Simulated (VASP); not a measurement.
B:

```
CELL_PARAMETERS angstrom
2.93192 0.00000 0.00000
-1.46596 2.53912 0.00000
0.00000 0.00000 10.34255
ATOMIC_POSITIONS crystal
B 0.33333 0.66667 0.57903
B 0.66667 0.33333 0.07903
B 0.00000 0.00000 0.75000
B 0.33333 0.66667 0.92097
B 0.00000 0.00000 0.25000
B 0.66667 0.33333 0.42097
B 0.33333 0.66667 0.75000
B 0.00000 0.00000 0.50000
B 0.66667 0.33333 0.25000
B 0.00000 0.00000 0.00000
```

The cell was built by a generator and needn't be a form met in nature.

```yaml
Program: VASP 6.6.1
Task: relaxation of cell and atoms
Functional: PBE
Potentials_or_basis: VASP PAW PBE potentials, release 64 (B)
Cutoff: 600 eV
k_mesh: 6 × 6 × 2
Occupations: gaussian, width 0.1 eV
Spin: no spin polarisation
```

At the start: pressure -11.6 GPa; volume 7.70 Å³/atom.

Problem. Where does the relaxation end?

Solution. Over 9 steps the energy falls by 139.1 meV/atom and the volume is 6.90 Å³/atom (-10.3 %); space group P6_3/mmc (No. 194, to 0.05 Å).

Step by step:
```tsv
step	energy change (eV)	largest force (eV/Å)	pressure (GPa)	volume (Å³)
1	0.0000	1.1653	-11.56	77.00
2	-0.7601	1.2481	1.53	70.91
3	-0.9694	0.8805	19.26	65.24
4	-0.9800	1.0314	13.16	66.86
5	-1.3067	0.3468	8.29	67.14
6	-1.3538	0.0466	6.50	67.23
7	-1.3896	0.0184	0.91	68.83
8	-1.3899	0.0277	0.36	69.00
9	-1.3908	0.0229	0.10	69.05
```

Final structure:
```
CELL_PARAMETERS angstrom
2.98028 0.00000 0.00000
-1.49014 2.58100 0.00000
0.00000 0.00000 8.97647
ATOMIC_POSITIONS crystal
B 0.33333 0.66667 0.56184
B 0.66667 0.33333 0.06184
B 0.00000 0.00000 0.75000
B 0.33333 0.66667 0.93815
B 0.00000 0.00000 0.25000
B 0.66667 0.33333 0.43816
B 0.33333 0.66667 0.75000
B 0.00000 0.00000 0.50000
B 0.66667 0.33333 0.25000
B 0.00000 0.00000 0.00000
```

Caveat: the k mesh is coarse (spacing up to 0.41 Å⁻¹), so the values aren't converged.
